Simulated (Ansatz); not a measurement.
**B: density of states with PBE**

The system is B.

```
B
1.0
     1.62456    0.00000    0.00000
     0.00000    2.86615    0.00000
     0.00000    0.00000    3.91440
B
2
Direct
  0.00000 0.50000 0.60926
  0.50000 0.00000 0.39074
```

The cell was built by a generator and needn't be a form met in nature.

```
Program             : Ansatz 0.2.0
Task                : density of states
Functional          : PBE
Potentials or basis : all-electron PAW datasets made for the crystal
Cutoff              : 380 eV (chosen from the basis error)
k mesh              : 16 × 9 × 7
Occupations         : fermi-dirac, width 0.05 eV
Spin                : no spin polarisation
```

```
Pressure               : 0.1 GPa
Largest force          : 0.004 eV/Å
Band gap on the k mesh : none (metal or under the smearing width)
```

Forces on the atoms (eV/Å):
```
B    0.000  0.000  0.004
B    0.000  0.000 -0.004
```

Stress tensor (GPa, compression positive):
```
-1.14  0.00  0.00
 0.00  1.69  0.00
 0.00  0.00 -0.30
```

Levels at points of the mesh, in eV from the Fermi level:
```
            k point  band 1  band 2  band 3  band 4  band 5
 (0.00, 0.00, 0.00)  -16.11   -5.86   -5.31   -2.39    2.96
(-0.50, 0.00, 0.00)   -7.00   -7.00    6.53    6.53    7.43
```

States per cell in windows of 0.5 eV (zero at the Fermi level; states under -8 eV left out):
```tsv
from (eV)	total
-8.0	0.22
-7.5	0.23
-7.0	0.27
-6.5	0.38
-6.0	0.35
-5.5	0.34
-5.0	0.31
-4.5	0.27
-4.0	0.19
-3.5	0.13
-3.0	0.14
-2.5	0.16
-2.0	0.19
-1.5	0.19
-1.0	0.18
-0.5	0.18
0.0	0.18
0.5	0.17
1.0	0.17
1.5	0.16
2.0	0.16
2.5	0.19
3.0	0.24
3.5	0.30
4.0	0.28
4.5	0.30
5.0	0.33
5.5	0.28
6.0	0.32
6.5	0.38
7.0	0.58
7.5	0.49
```

Wall time 17 s on 1 thread of Intel(R) Xeon(R) Processor @ 2.50GHz (Skylake/Cascade Lake), with other jobs on the host, peak memory 0.35 GiB.

Caveat: the program warned that the printed levels may be off, so bands, gaps and densities of states are rough; this functional lacks dispersion, which binds the layers, so the pressure and a relaxed spacing across them are unreliable; the density of states is complete only up to the lowest level of the last band computed.
